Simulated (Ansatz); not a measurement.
SiC (Moissanite 6H):

```xyz
12
Lattice="3.0950 0.0000 0.0000 -1.5475 2.6803 0.0000 0.0000 0.0000 15.1700" Properties=species:S:1:pos:R:3 pbc="T T T"
Si    1.5475    0.8934    6.9524
Si    0.0000    1.7869   14.5374
Si    1.5475    0.8934   12.0101
Si    0.0000    1.7869    4.4251
Si    0.0000    0.0000    9.4812
Si    0.0000    0.0000    1.8962
C     1.5475    0.8934    5.0562
C     0.0000    1.7869   12.6412
C     1.5475    0.8934   10.1138
C     0.0000    1.7869    2.5288
C     0.0000    0.0000    7.5850
C     0.0000    0.0000    0.0000
```

| Item | Value |
| --- | --- |
| Program | Ansatz 0.2.0 |
| Task | relaxation of cell and atoms |
| Functional | rPW86-PBE |
| Potentials or basis | Ansatz PAW |
| Cutoff | 420 eV (not typed: the program's choice for these potentials) |
| k mesh | 10 × 10 × 2 |
| Occupations | fermi-dirac, width 0.05 eV |
| Spin | no spin polarisation |

At the start: volume 10.49 Å³/atom.

Task: How do energy, volume and symmetry change on relaxing?

Result: It ends after 7 steps and the volume is 10.69 Å³/atom (+1.9 %); space group P6_3mc (No. 186, to 0.05 Å).

The path:
```
step  energy change (eV)  largest force (eV/Å)  volume (Å³)
   1              0.0000                0.1431       125.85
   2             -0.0202                0.0745       127.09
   3             -0.0242                0.0103       128.19
   4             -0.0243                0.0017       128.19
   5             -0.0296                0.0017       128.19
   6             -0.0295                0.0001       128.22
   7             -0.0296                0.0001       128.22
```

Final structure:
```
CELL_PARAMETERS angstrom
3.11296 0.00000 0.00000
-1.55648 2.69590 0.00000
0.00000 0.00000 15.27901
ATOMIC_POSITIONS crystal
Si 0.66667 0.33333 0.45828
Si 0.33333 0.66667 0.95828
Si 0.66667 0.33333 0.79181
Si 0.33333 0.66667 0.29181
Si 0.00000 0.00000 0.62507
Si 0.00000 0.00000 0.12507
C 0.66667 0.33333 0.33331
C 0.33333 0.66667 0.83331
C 0.66667 0.33333 0.66686
C 0.33333 0.66667 0.16686
C 0.00000 0.00000 0.49968
C 0.00000 0.00000 0.99968
```

Caveat: the plane-wave basis is chosen anew once the cell has moved, so the energies of steps on either side of that aren't comparable; the pressure holds a Pulay correction of +0.3 GPa for the finite cutoff; the PAW data sets come from PBE, with cores solved anew for the run's functional, which leaves a small shift of forces and pressure.
